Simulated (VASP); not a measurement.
## Band gap of InSe: cutoff, mesh and cell

Aim: test what besides the functional moves the gap of InSe. The starting structure is a computed structure from the Materials Project. Cell and atoms stay as given unless a step says otherwise.

Method: Kohn-Sham DFT with plane waves and PAW; LDA, in VASP 6.6.1.

## Step 1: The starting structure

The structure is hexagonal, space group P-6m2 (No. 187). The conventional cell has a = 4.047 Å, b = 4.047 Å, c = 18.052 Å, α = 90.00°, β = 90.00°, γ = 120.00°. Nearest to In lie 3 Se at 2.65 Å and 1 In at 2.79 Å. Nearest to Se lie 3 In at 2.65 Å. Nearest to Se lie 3 In at 2.65 Å. Farther neighbours and most contacts between anions are not listed.

As a file:

```xyz
8
Lattice="4.0473 0.0000 0.0000 -2.0237 3.5051 0.0000 0.0000 0.0000 18.0521" Properties=species:S:1:pos:R:3 pbc="T T T"
In    0.0000    2.3367    1.3971
In    0.0000    2.3367   16.6550
In    0.0000    0.0000    7.6289
In    0.0000    0.0000   10.4231
Se    0.0000    2.3367    6.3721
Se    0.0000    2.3367   11.6800
Se    2.0237    1.1684    2.6537
Se    2.0237    1.1684   15.3984
```

## Step 2: Reference bands

INCAR reads:

```
SYSTEM = InSe
PREC = Accurate
ENCUT = 350
EDIFF = 1E-06
NELM = 100
ISMEAR = 0
SIGMA = 0.03
LREAL = .FALSE.
ALGO = Normal
GGA = CA
NBANDS = 59
LORBIT = 11
LWAVE = .FALSE.
LCHARG = .FALSE.
KPAR = 4
```

POSCAR reads:

```
InSe
1.0
    4.0473293151      0.0000000000      0.0000000000
   -2.0236646576      3.5050900044      0.0000000000
    0.0000000000      0.0000000000     18.0520649100
In Se
4 4
Direct
    0.3333333333      0.6666666667      0.0773904900
    0.3333333333      0.6666666667      0.9226095100
    0.0000000000      0.0000000000      0.4226063200
    0.0000000000      0.0000000000      0.5773936800
    0.3333333333      0.6666666667      0.3529842800
    0.3333333333      0.6666666667      0.6470157200
    0.6666666667      0.3333333333      0.1469999300
    0.6666666667      0.3333333333      0.8530000700
```

KPOINTS reads:

```
Automatic mesh
0
Gamma
6 6 2
0 0 0
```

KPOINTS_OPT reads:

```
Line mode
8
Line-mode
Reciprocal
  0.00000000   0.00000000   0.00000000 GAMMA
  0.50000000   0.00000000   0.00000000 M

  0.50000000   0.00000000   0.00000000 M
  0.33333333   0.33333333   0.00000000 K

  0.33333333   0.33333333   0.00000000 K
  0.00000000   0.00000000   0.00000000 GAMMA

  0.00000000   0.00000000   0.00000000 GAMMA
  0.00000000   0.00000000   0.50000000 A

  0.00000000   0.00000000   0.50000000 A
  0.50000000   0.00000000   0.50000000 L

  0.50000000   0.00000000   0.50000000 L
  0.33333333   0.33333333   0.50000000 H

  0.33333333   0.33333333   0.50000000 H
  0.00000000   0.00000000   0.50000000 A

  0.50000000   0.00000000   0.50000000 L
  0.50000000   0.00000000   0.00000000 M

  0.33333333   0.33333333   0.00000000 K
  0.33333333   0.33333333   0.50000000 H
```

PAW data sets: In_d and Se (LDA family, release 64).

The run is started by

```bash
> mpirun -np 4 vasp_std
```

The log of the run:

```text
[banner, memory and clock lines left out]
running    4 mpi-ranks, on    1 nodes
 distrk:  each k-point on    1 cores,    4 groups
 distr:  one band on    1 cores,    1 groups

 POSCAR found type information on POSCAR InSe
 POSCAR found :  2 types and       8 ions
 LDA part: xc-table for (Slater(with rela. corr.)+CA(PZ))
 , standard interpolation
 POSCAR, INCAR and KPOINTS ok, starting setup
 FFT: planning ... GRIDC
 FFT: planning ... GRID_SOFT
 FFT: planning ... GRID
 WAVECAR not read
 entering main loop
       N       E                     dE             d eps       ncg     rms          rms(c)
DAV:   1     0.665619037698E+03    0.66562E+03   -0.26241E+04  1660   0.107E+03
DAV:   2     0.653001467642E+02   -0.60032E+03   -0.56732E+03  1668   0.313E+02
DAV:   3    -0.280021926180E+02   -0.93302E+02   -0.90398E+02  2004   0.145E+02
DAV:   4    -0.338975219500E+02   -0.58953E+01   -0.58485E+01  2016   0.374E+01
DAV:   5    -0.341216359986E+02   -0.22411E+00   -0.22399E+00  2128   0.705E+00    0.100E+01
DAV:   6    -0.331969437109E+02    0.92469E+00   -0.82429E-01  2232   0.128E+01    0.599E+00
DAV:   7    -0.331213820888E+02    0.75562E-01   -0.75830E-01  2328   0.425E+00    0.119E+00
DAV:   8    -0.331090186446E+02    0.12363E-01   -0.82379E-02  2408   0.250E+00    0.940E-01
DAV:   9    -0.331081079633E+02    0.91068E-03   -0.14388E-02  1936   0.400E-01    0.480E-01
DAV:  10    -0.331074401915E+02    0.66777E-03   -0.10509E-03  2688   0.259E-01    0.194E-01
DAV:  11    -0.331074453326E+02   -0.51410E-05   -0.46795E-04  2216   0.175E-01    0.599E-02
DAV:  12    -0.331074285699E+02    0.16763E-04   -0.71816E-05  2376   0.730E-02    0.300E-02
DAV:  13    -0.331074299394E+02   -0.13695E-05   -0.11344E-05  1968   0.150E-02    0.299E-02
DAV:  14    -0.331074323428E+02   -0.24035E-05   -0.41216E-06  1816   0.172E-02    0.186E-02
DAV:  15    -0.331074320931E+02    0.24968E-06   -0.83147E-07  1106   0.598E-03
   1 F= -.33107432E+02 E0= -.33107432E+02  d E =-.400579E-16
 Start KPOINTS_OPT (optional k-point list driver)
k-point batch [1-14\72]
       N       E                     dE             ncg
DAV:   1     0.233654472805E+04   -0.16051E+05     1660
DAV:   2    -0.601002332295E+04   -0.83466E+04     1684
DAV:   3    -0.733209256086E+04   -0.13221E+04     1984
DAV:   4    -0.741419190227E+04   -0.82099E+02     2016
DAV:   5    -0.741731892033E+04   -0.31270E+01     2224
DAV:   6    -0.741744462917E+04   -0.12571E+00     2504
DAV:   7    -0.741744756760E+04   -0.29384E-02     2560
DAV:   8    -0.741744764629E+04   -0.78695E-04     2464
DAV:   9    -0.741744764862E+04   -0.23273E-05     1616
DAV:  10    -0.741744764889E+04   -0.27355E-06     1200
[...]
k-point batch [71-72\72]
       N       E                     dE             ncg
DAV:   1     0.236680611356E+05   -0.37221E+04      236
DAV:   2     0.224638514190E+05   -0.12042E+04      244
DAV:   3     0.222754248570E+05   -0.18843E+03      277
DAV:   4     0.222638541447E+05   -0.11571E+02      296
DAV:   5     0.222634108536E+05   -0.44329E+00      320
DAV:   6     0.222633866481E+05   -0.24206E-01      360
DAV:   7     0.222633861987E+05   -0.44937E-03      360
DAV:   8     0.222633861826E+05   -0.16081E-04      368
DAV:   9     0.222633861823E+05   -0.32932E-06      240
```

The job ended after 2 min (4 MPI ranks of AMD EPYC 9R45, shared host; peak memory 1.2 GiB; 7.9 min of CPU time).

The logs omit lines about the potential files and the build; timing stands in the text.

From OUTCAR (step 2):

```text
ion  position               nearest neighbor table
   1  0.333  0.667  0.077-   7 2.65   7 2.65   7 2.65   2 2.79
   2  0.333  0.667  0.923-   8 2.65   8 2.65   8 2.65   1 2.79
   3  0.000  0.000  0.423-   5 2.65   5 2.65   5 2.65   4 2.79
   4  0.000  0.000  0.577-   6 2.65   6 2.65   6 2.65   3 2.79
   5  0.333  0.667  0.353-   3 2.65   3 2.65   3 2.65
   6  0.333  0.667  0.647-   4 2.65   4 2.65   4 2.65
   7  0.667  0.333  0.147-   1 2.65   1 2.65   1 2.65
   8  0.667  0.333  0.853-   2 2.65   2 2.65   2 2.65

  LATTYP: Found a hexagonal cell.
 ALAT       =     4.0473293151
 C/A-ratio  =     4.4602411874

 Subroutine GETGRP returns: Found 12 space group operations
 (whereof 12 operations were pure point group operations)

The static configuration has the point symmetry D_3h.

 Found     14 irreducible k-points:

   k-points           NKPTS =     14   k-points in BZ     NKDIM =     14   number of bands    NBANDS=     59

   dimension x,y,z NGX =    28 NGY =   28 NGZ =  112
   dimension x,y,z NGXF=    56 NGYF=   56 NGZF=  224

   ENCUT  =  350.0 eV  25.72 Ry    5.07 a.u.   6.17  6.17 27.54*2*pi/ulx,y,z

   NELECT =      76.0000    total number of electrons

 k-points in reciprocal lattice and weights: Automatic mesh
   0.00000000  0.00000000  0.00000000       0.014
   0.16666667  0.00000000  0.00000000       0.083
   0.33333333  0.00000000  0.00000000       0.083
   0.50000000  0.00000000  0.00000000       0.042
   0.16666667  0.16666667  0.00000000       0.083
   0.33333333  0.16666667  0.00000000       0.167
   0.33333333  0.33333333  0.00000000       0.028
   0.00000000  0.00000000  0.50000000       0.014
   0.16666667  0.00000000  0.50000000       0.083
[...]
0.33333333  0.16666667  0.50000000       0.167
   0.33333333  0.33333333  0.50000000       0.028

 average (electrostatic) potential at core
       1 -97.4936       2 -97.4936       3 -97.4960       4 -97.4960       5 -61.1508
       6 -61.1508       7 -61.1478       8 -61.1478

 E-fermi :   3.0229

 k-point     1 :       0.0000    0.0000    0.0000
  band No.  band energies     occupation
    ...
     34       1.8668      2.00000
     35       1.8668      2.00000
     36       1.9166      2.00000
     37       1.9166      2.00000
     38       2.8602      2.00000
     39       3.3713      0.00000
     40       4.2173      0.00000
     41       4.9190      0.00000
     42       4.9623      0.00000
     43       7.2376      0.00000
    ...

 k-point     2 :       0.1667    0.0000    0.0000
  band No.  band energies     occupation
    ...
     34       1.5342      2.00000
     35       1.5803      2.00000
     36       1.6520      2.00000
     37       2.1474      2.00000
     38       2.7357      2.00000
     39       4.5610      0.00000
     40       4.9469      0.00000
     41       5.5997      0.00000
     42       5.7282      0.00000
     43       6.5780      0.00000
    ...

 k-point     3 :       0.3333    0.0000    0.0000
  band No.  band energies     occupation
    ...
     34       1.0220      2.00000
     35       1.1046      2.00000
     36       1.1930      2.00000
     37       1.9654      2.00000
     38       2.1113      2.00000
     39       4.5751      0.00000
     40       4.7466      0.00000
     41       4.9445      0.00000
     42       4.9763      0.00000
     43       6.7519      0.00000
    ...

  Total       -3.8543034     -3.8543034     -3.5601854      0.0000000      0.0000000      0.0000000
  in kB      -24.1135905    -24.1135905    -22.2735066      0.0000000      0.0000000      0.0000000
  external PRESSURE =     -23.5002292 kB  Pullay stress =       0.0000000 kB

  energy-cutoff  :      350.00
  volume of cell :      256.09
      direct lattice vectors                 reciprocal lattice vectors
     4.047329315  0.000000000  0.000000000     0.247076510  0.142649689  0.000000000
    -2.023664658  3.505090004  0.000000000     0.000000000  0.285299379  0.000000000
     0.000000000  0.000000000 18.052064910     0.000000000  0.000000000  0.055395325

 POSITION                                       TOTAL-FORCE (eV/Angst)
 -----------------------------------------------------------------------------------
     -0.00000      2.33673      1.39706        -0.000000      0.000000     -0.027995
     -0.00000      2.33673     16.65501        -0.000000      0.000000      0.027995
      0.00000      0.00000      7.62892         0.000000     -0.000000      0.027427
      0.00000      0.00000     10.42315         0.000000     -0.000000     -0.027427
     -0.00000      2.33673      6.37210         0.000000     -0.000000      0.127489
     -0.00000      2.33673     11.67997         0.000000     -0.000000     -0.127489
      2.02366      1.16836      2.65365         0.000000     -0.000000     -0.127641
      2.02366      1.16836     15.39841         0.000000     -0.000000      0.127641
 -----------------------------------------------------------------------------------
    total drift:                                0.000001     -0.000000     -0.000000

  FREE ENERGIE OF THE ION-ELECTRON SYSTEM (eV)
  ---------------------------------------------------
  free  energy   TOTEN  =       -33.1074320931 eV

  energy  without entropy=      -33.1074320931  energy(sigma->0) =      -33.10743209

 total charge
# of ion       s       p       d       tot
------------------------------------------
    1        0.874   0.669   9.878  11.421
    2        0.874   0.669   9.878  11.421
    3        0.874   0.669   9.878  11.421
    4        0.874   0.669   9.878  11.421
    5        1.476   2.321   0.021   3.818
    6        1.476   2.321   0.021   3.818
    7        1.476   2.321   0.021   3.818
    8        1.476   2.321   0.021   3.818
--------------------------------------------------
tot          9.402  11.957  39.597  60.956

[... 3 further parts left out ...]
```

Spin-orbit coupling is off here; with elements this heavy it can split and shift levels by tenths of an eV. At this level the cell is under a tension of 2.4 GPa, so at these settings it is away from equilibrium.

The reference gap is 0.511 eV.

## Step 3: Bands with cell and atoms relaxed by LDA

Against step 2 the input has another starting structure. The cell comes from a relaxation at this level, not shown (222.81 Å³).

INCAR is that of step 2.

POSCAR reads:

```
InSe
1.0
    3.9769189607      0.0000000000      0.0000000000
   -1.9884594804      3.4441128488      0.0000000000
    0.0000000000      0.0000000000     16.2672016534
In Se
4 4
Direct
    0.3333333333      0.6666666667      0.0843494811
    0.3333333333      0.6666666667      0.9156505189
    0.0000000000      0.0000000000      0.4156470174
    0.0000000000      0.0000000000      0.5843529826
    0.3333333333      0.6666666667      0.3376756245
    0.3333333333      0.6666666667      0.6623243755
    0.6666666667      0.3333333333      0.1623745304
    0.6666666667      0.3333333333      0.8376254696
```

KPOINTS is that of step 2.

KPOINTS_OPT is that of step 2.

The run is started by

```bash
> mpirun -np 4 vasp_std
```

The log of the run:

```text
[... set-up lines as in an earlier step ...]
 entering main loop
       N       E                     dE             d eps       ncg     rms          rms(c)
DAV:   1     0.686620910489E+03    0.68662E+03   -0.26013E+04  1676   0.113E+03
DAV:   2     0.692636695536E+02   -0.61736E+03   -0.58499E+03  1652   0.334E+02
DAV:   3    -0.279877392422E+02   -0.97251E+02   -0.93830E+02  1974   0.149E+02
DAV:   4    -0.340912184323E+02   -0.61035E+01   -0.60502E+01  2024   0.381E+01
[...]
DAV:  12    -0.333205879499E+02    0.12450E-04   -0.67698E-05  2496   0.653E-02    0.304E-02
DAV:  13    -0.333205895699E+02   -0.16200E-05   -0.97971E-06  2016   0.147E-02    0.143E-02
DAV:  14    -0.333205897905E+02   -0.22068E-06   -0.88495E-07  1144   0.108E-02
   1 F= -.33320590E+02 E0= -.33320590E+02  d E =-.621436E-07
 Start KPOINTS_OPT (optional k-point list driver)
k-point batch [1-14\72]
       N       E                     dE             ncg
DAV:   1     0.384885908391E+04   -0.14938E+05     1660
DAV:   2    -0.469985053840E+04   -0.85487E+04     1652
DAV:   3    -0.605487237493E+04   -0.13550E+04     1987
DAV:   4    -0.613759594143E+04   -0.82724E+02     2016
[...]
DAV:   8    -0.614074907126E+04   -0.70737E-04     2464
DAV:   9    -0.614074907364E+04   -0.23772E-05     1632
DAV:  10    -0.614074907390E+04   -0.25742E-06     1272
[...]
k-point batch [71-72\72]
       N       E                     dE             ncg
DAV:   1     0.241576000528E+05   -0.36939E+04      236
DAV:   2     0.229482470701E+05   -0.12094E+04      244
DAV:   3     0.227646259126E+05   -0.18362E+03      274
DAV:   4     0.227538552457E+05   -0.10771E+02      304
DAV:   5     0.227534396263E+05   -0.41562E+00      320
DAV:   6     0.227534170097E+05   -0.22617E-01      384
DAV:   7     0.227534167663E+05   -0.24344E-03      336
DAV:   8     0.227534167526E+05   -0.13686E-04      360
DAV:   9     0.227534167523E+05   -0.28274E-06      232
```

It took 71 s on 4 MPI ranks; peak memory 1.1 GiB.

From OUTCAR (step 3):

```text
  Total       -0.3365022     -0.3365022     -0.3359563      0.0000000      0.0000000      0.0000000
  in kB       -2.4197002     -2.4197002     -2.4157747      0.0000000      0.0000000      0.0000000
  external PRESSURE =      -2.4183917 kB  Pullay stress =       0.0000000 kB

 POSITION                                       TOTAL-FORCE (eV/Angst)
 -----------------------------------------------------------------------------------
     -0.00000      2.29608      1.37213        -0.000000     -0.000000      0.000751
     -0.00000      2.29608     14.89507        -0.000000     -0.000000     -0.000751
      0.00000      0.00000      6.76141         0.000000      0.000000     -0.000906
      0.00000      0.00000      9.50579        -0.000000      0.000000      0.000906
     -0.00000      2.29608      5.49304         0.000000     -0.000000     -0.000077
     -0.00000      2.29608     10.77416        -0.000000      0.000000      0.000077
      1.98846      1.14804      2.64138         0.000000     -0.000000      0.001587
      1.98846      1.14804     13.62582         0.000000      0.000000     -0.001587
 -----------------------------------------------------------------------------------
    total drift:                               -0.000001      0.000001     -0.000000

  FREE ENERGIE OF THE ION-ELECTRON SYSTEM (eV)
  ---------------------------------------------------
  free  energy   TOTEN  =       -33.3205897905 eV

  energy  without entropy=      -33.3205897284  energy(sigma->0) =      -33.32058976

[... 1 part as in an earlier step ...]

[... 2 further parts left out ...]
[key lines of the parts left out:]
E-fermi :   4.6217
```

With cell and atoms relaxed by LDA the gap is 0.179 eV, -0.332 eV from the reference.

## Step 4: Bands with no band path

Against step 2 the input has no band path (also changed: NBANDS).

INCAR, as its differences from that of step 3:

```diff
@@ -10,3 +10,3 @@
 GGA = CA
-NBANDS = 59
+NBANDS = 47
 LORBIT = 11
```

POSCAR reads:

```
InSe
1.0
    4.0473293151      0.0000000000      0.0000000000
   -2.0236646576      3.5050900044      0.0000000000
    0.0000000000      0.0000000000     18.0520649100
In Se
4 4
Direct
    0.3333333333      0.6666666667      0.0773904900
    0.3333333333      0.6666666667      0.9226095100
    0.0000000000      0.0000000000      0.4226063200
    0.0000000000      0.0000000000      0.5773936800
    0.3333333333      0.6666666667      0.3529842800
    0.3333333333      0.6666666667      0.6470157200
    0.6666666667      0.3333333333      0.1469999300
    0.6666666667      0.3333333333      0.8530000700
```

KPOINTS is that of step 3.

The run is started by

```bash
> mpirun -np 4 vasp_std
```

The log of the run:

```text
[... set-up lines as in an earlier step ...]
 entering main loop
       N       E                     dE             d eps       ncg     rms          rms(c)
DAV:   1     0.668549463715E+03    0.66855E+03   -0.27291E+04  1316   0.134E+03
DAV:   2     0.604539183658E+02   -0.60810E+03   -0.59125E+03  1377   0.384E+02
DAV:   3    -0.289418082057E+02   -0.89396E+02   -0.87273E+02  1627   0.172E+02
DAV:   4    -0.339364518226E+02   -0.49946E+01   -0.49693E+01  1568   0.428E+01
[...]
DAV:  12    -0.331074292767E+02    0.10269E-04   -0.66333E-05  1969   0.596E-02    0.363E-02
DAV:  13    -0.331074317444E+02   -0.24677E-05   -0.10365E-05  1609   0.160E-02    0.151E-02
DAV:  14    -0.331074312965E+02    0.44788E-06   -0.30234E-06  1065   0.208E-02
   1 F= -.33107431E+02 E0= -.33107431E+02  d E =-.544837E-13
```

Run time: 20 s. Hardware: 4 MPI ranks; peak memory 0.95 GiB.

Parts of OUTCAR (step 4):

```text
  Total       -3.8825867     -3.8825867     -3.5809431      0.0000000     -0.0000000      0.0000000
  in kB      -24.2905385    -24.2905385    -22.4033724      0.0000000     -0.0000000      0.0000000
  external PRESSURE =     -23.6614832 kB  Pullay stress =       0.0000000 kB

 POSITION                                       TOTAL-FORCE (eV/Angst)
 -----------------------------------------------------------------------------------
     -0.00000      2.33673      1.39706        -0.000000      0.000000     -0.027576
     -0.00000      2.33673     16.65501        -0.000000      0.000000      0.027576
      0.00000      0.00000      7.62892         0.000000     -0.000000      0.027004
      0.00000      0.00000     10.42315        -0.000000     -0.000000     -0.027004
     -0.00000      2.33673      6.37210         0.000000      0.000000      0.126789
     -0.00000      2.33673     11.67997         0.000000      0.000000     -0.126789
      2.02366      1.16836      2.65365         0.000000     -0.000000     -0.126947
      2.02366      1.16836     15.39841         0.000000     -0.000000      0.126947
 -----------------------------------------------------------------------------------
    total drift:                                0.000000     -0.000000     -0.000000

  FREE ENERGIE OF THE ION-ELECTRON SYSTEM (eV)
  ---------------------------------------------------
  free  energy   TOTEN  =       -33.1074312965 eV

  energy  without entropy=      -33.1074312965  energy(sigma->0) =      -33.10743130

[... 1 part as in an earlier step ...]

[... 2 further parts left out ...]
[key lines of the parts left out:]
E-fermi :   3.0018
```

With no band path the gap is 0.511 eV, +0.000 eV from the reference, read on the mesh alone.

(Part 1 of 2 ends here.)

[Lines on the potential files, build, host, timing and source positions are cut from VASP's logs without a mark.]

[Logs are printed without paths, hosts, clocks, repeated set-up lines and the standing remarks that a program may print on its own settings, such as how far it seeks lower states.]

[Hosts, paths, dates, database ids (printed as entryN), source tags and the programs' standing remarks are cut or masked in the printed files.]
